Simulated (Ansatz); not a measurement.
# WS2: one atom moved over a plane

The task, for WS2: map the energy of atom 3 (S) over a plane.

Method: DFT PBEsol, scalar-relativistic, plane waves, PAW, in Ansatz 0.2.0.

## (1) The starting structure

Symmetry: R3m, No. 160, trigonal system. Conventional cell: a = 3.158 Å, b = 3.158 Å, c = 18.490 Å, α = 90.00°, β = 90.00°, γ = 120.00°. W (site symmetry 3m) is surrounded by 6 S at 2.39 to 2.42 Å. S (site symmetry 3m) has 3 W at 2.39 Å in its first shell of neighbours. S (site symmetry 3m) is surrounded by 3 W at 2.42 Å.

Coordinates:

```cif
data_structure
_symmetry_space_group_name_H-M 'R3m:H'
_symmetry_Int_Tables_number 160
_cell_length_a 3.1580
_cell_length_b 3.1580
_cell_length_c 18.4900
_cell_angle_alpha 90.000
_cell_angle_beta 90.000
_cell_angle_gamma 120.000
_cell_volume 159.70
loop_
_atom_site_label
_atom_site_type_symbol
_atom_site_symmetry_multiplicity
_atom_site_Wyckoff_symbol
_atom_site_fract_x
_atom_site_fract_y
_atom_site_fract_z
_atom_site_occupancy
W1 W 3 a 0.00000 0.00000 0.00000 1
S1 S 3 a 0.00000 0.00000 0.24970 1
S2 S 3 a 0.33333 0.66667 0.08567 1
```

No relaxation comes first: the listed cell is the starting point.

## (2) The reference cell

The reference gives a free energy of -12029.0661 eV, pressure -0.63 GPa, largest force 0.599 eV/Å and gap on the mesh 0.97 eV. It was computed beforehand with the settings of the runs below.

## (3) Next: one atom moved over a plane

Atom 3 (S) is moved by p along (0.000, 1.000, 0.000) and q along (0.000, 0.000, 1.000) (Å), all else fixed; its images in the other cells move with it. Points alike by symmetry are run once.

## (4) Point p = -0.200, q = -0.200

input.yaml

```yaml
crystal:
  lattice:
    - [1.5790003843, 0.9116362969, 6.16333]
    - [-1.5790003843, 0.9116362969, 6.16333]
    - [0.0, -1.8232725938, 6.16333]
  atoms:
    - { symbol: W, position: [0.0, 0.0, 0.0] }
    - { symbol: S, position: [0.7503, 0.7503, 0.7503] }
    - { symbol: S, position: [0.5336190472, 0.5336190472, 0.6433119152] }
basis:
  ecutwfc: 420
kpoints:
  mp_grid: { grid: [12, 12, 12] }
hamiltonian:
  xc: pbesol
scf:
  occupations: { method: gaussian, width: 0.05 }
output:
  forces: true
  stress: true
  eigenvalues: true
```

The run is started by

```console
ansatz run input.yaml --threads 1 --pin off --max-ram 2560MiB --backend cpu --events-out ev --progress --plain --runs-dir out
```

## (5) p = -0.200, q = 0.000

Edit input.yaml of step 4 so:

```diff
@@ -8,3 +8,3 @@
     - { symbol: S, position: [0.7503, 0.7503, 0.7503] }
-    - { symbol: S, position: [0.5336190472, 0.5336190472, 0.6433119152] }
+    - { symbol: S, position: [0.5444357107, 0.5444357107, 0.6541285787] }
 basis:
@@ -21 +21,5 @@
   eigenvalues: true
+  write_density: true
+  write_potential: true
+  elf: true
+  volumetric_format: npy
```

## (6) Point p = -0.200, q = 0.200

Edit input.yaml of step 5 so:

```diff
@@ -8,3 +8,3 @@
     - { symbol: S, position: [0.7503, 0.7503, 0.7503] }
-    - { symbol: S, position: [0.5444357107, 0.5444357107, 0.6541285787] }
+    - { symbol: S, position: [0.5552523742, 0.5552523742, 0.6649452422] }
 basis:
```

## (7) p = 0.000, q = -0.200

Edit input.yaml of step 6 so:

```diff
@@ -8,3 +8,3 @@
     - { symbol: S, position: [0.7503, 0.7503, 0.7503] }
-    - { symbol: S, position: [0.5552523742, 0.5552523742, 0.6649452422] }
+    - { symbol: S, position: [0.5701833365, 0.5701833365, 0.5701833365] }
 basis:
```

## (8) Point p = 0.000, q = 0.200

Edit input.yaml of step 7 so:

```diff
@@ -8,3 +8,3 @@
     - { symbol: S, position: [0.7503, 0.7503, 0.7503] }
-    - { symbol: S, position: [0.5701833365, 0.5701833365, 0.5701833365] }
+    - { symbol: S, position: [0.5918166635, 0.5918166635, 0.5918166635] }
 basis:
@@ -21,5 +21 @@
   eigenvalues: true
-  write_density: true
-  write_potential: true
-  elf: true
-  volumetric_format: npy
```

## (9) Point p = 0.200, q = -0.200

Edit input.yaml of step 8 so:

```diff
@@ -8,3 +8,3 @@
     - { symbol: S, position: [0.7503, 0.7503, 0.7503] }
-    - { symbol: S, position: [0.5918166635, 0.5918166635, 0.5918166635] }
+    - { symbol: S, position: [0.6067476258, 0.6067476258, 0.4970547578] }
 basis:
```

## (10) At p = 0.200, q = 0.000

Edit input.yaml of step 9 so:

```diff
@@ -8,3 +8,3 @@
     - { symbol: S, position: [0.7503, 0.7503, 0.7503] }
-    - { symbol: S, position: [0.6067476258, 0.6067476258, 0.4970547578] }
+    - { symbol: S, position: [0.6175642893, 0.6175642893, 0.5078714213] }
 basis:
```

## (11) Point p = 0.200, q = 0.200

Edit input.yaml of step 10 so:

```diff
@@ -8,3 +8,3 @@
     - { symbol: S, position: [0.7503, 0.7503, 0.7503] }
-    - { symbol: S, position: [0.6175642893, 0.6175642893, 0.5078714213] }
+    - { symbol: S, position: [0.6283809528, 0.6283809528, 0.5186880848] }
 basis:
```

## (12) At p = -0.200, q = -0.100

Edit input.yaml of step 11 so:

```diff
@@ -8,3 +8,3 @@
     - { symbol: S, position: [0.7503, 0.7503, 0.7503] }
-    - { symbol: S, position: [0.6283809528, 0.6283809528, 0.5186880848] }
+    - { symbol: S, position: [0.5390273789, 0.5390273789, 0.6487202469] }
 basis:
```

(Steps that only read results are left out.)

Q: Predict the outcome of this session. Wanted: highest point; lowest point away from the origin.

**Answer**, as computed:

```
                         quantity                                     value
                    highest point  0.691 eV/cell at (p, q) = (0.200, 0.200)
lowest point away from the origin          0.184 eV/cell at (-0.200, 0.000)
```

In words: The undisturbed cell is the lowest computed point. The gap on the mesh runs from 0.34 to 0.97 eV over the map. These runs have no spin-orbit coupling; with W it would split and shift bands.
